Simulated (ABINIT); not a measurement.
Here is an ABINIT 10.8.3 (patched build) calculation.

run.abi

```
ndtset 2

pp_dirpath "./"
pseudos "In.GGA_PBE-JTH_sp.xml, As.GGA_PBE-JTH_sp.xml"

acell 4.2680965312 4.2680965312 4.2680965312 Angstrom
rprim
     0.0000000000     0.7071067812     0.7071067812
     0.7071067812     0.0000000000     0.7071067812
     0.7071067812     0.7071067812     0.0000000000
ntypat 2
znucl 49 33
natom 2
typat 1 2
xred
     0.0000000000     0.0000000000     0.0000000000
     0.7500000000     0.7500000000     0.7500000000

ecut 15.0
pawecutdg 30.0

ixc -106131

occopt 3
tsmear 0.05 eV

nstep 100

iomode 3
prtwf 0
prteig 0
prtebands 0
enunit 2
prtden1 1

kptopt1 1
ngkpt1 8 8 8
nshiftk1 1
shiftk1 0.0 0.0 0.0
nband1 8
tolvrs1 1.0e-9

iscf2 -2
getden2 1
nband2 12
nbdbuf2 2
tolwfr2 1.0e-12
kptopt2 -9
ndivsm2 5
prteig2 1
prtvol2 -3
kptbounds2
     0.0000000000     0.0000000000     0.0000000000
     0.5000000000     0.0000000000     0.5000000000
     0.5000000000     0.2500000000     0.7500000000
     0.3750000000     0.3750000000     0.7500000000
     0.0000000000     0.0000000000     0.0000000000
     0.5000000000     0.5000000000     0.5000000000
     0.6250000000     0.2500000000     0.6250000000
     0.5000000000     0.2500000000     0.7500000000
     0.5000000000     0.5000000000     0.5000000000
     0.3750000000     0.3750000000     0.7500000000
```

Potentials or basis: JTH PAW PBE v2.0 sp.

The run is started by

```sh
$ abinit run.abi > log 2>&1
```

Question: Estimate the band gap on the k mesh.

Answer: None (metal or under the smearing width).

Levels at the corners of the path, in eV from the Fermi level:
```
point  band 1  band 2  band 3  band 4  band 5  band 6  band 7  band 8  band 9
    Γ  -11.98   -0.27   -0.05   -0.05   -0.05    3.93    3.93    3.93    7.78
    X  -10.22   -5.92   -2.36   -2.36    1.63    2.09    9.24    9.24    9.34
    W  -10.19   -5.77   -2.99   -2.88    4.19    4.42    5.05    6.25    9.75
    K  -10.25   -5.78   -3.29   -1.99    2.16    4.33    7.39    7.48    7.90
    Γ  -11.98   -0.27   -0.05   -0.05   -0.05    3.93    3.93    3.93    7.78
    L  -10.72   -5.81   -1.03   -1.03    0.93    4.73    4.73    7.08    9.26
    U  -10.25   -5.78   -3.29   -1.99    2.16    4.33    7.39    7.48    7.90
    W  -10.19   -5.77   -2.99   -2.88    4.19    4.42    5.05    6.25    9.75
    L  -10.72   -5.81   -1.03   -1.03    0.93    4.73    4.73    7.08    9.26
    K  -10.25   -5.78   -3.29   -1.99    2.16    4.33    7.39    7.48    7.90
```

Caveat: spin-orbit coupling is left out, which moves the levels of the heavy elements; this set keeps more shells in the core, which shifts pressures and gaps; this crystal is a semiconductor, whose small gap the functional closes, so the metal is an error of the method; the atomic spheres overlap.

**What was measured.**

From a printed reference work, data compilation, for a bulk crystal of InAs at 4.2 K: band gap 0.418 eV (direct).

Against the measured gap of InAs, 0.418 eV (direct; 4.2 K; a printed reference work, data compilation), the calculated 0.00 eV is off by -0.42 eV. Spin-orbit coupling on As, In is left out. The value is that of BLYP on a finite k mesh, which can miss the band edges, without temperature or zero-point motion. Semilocal functionals fall short of measured gaps as a rule.
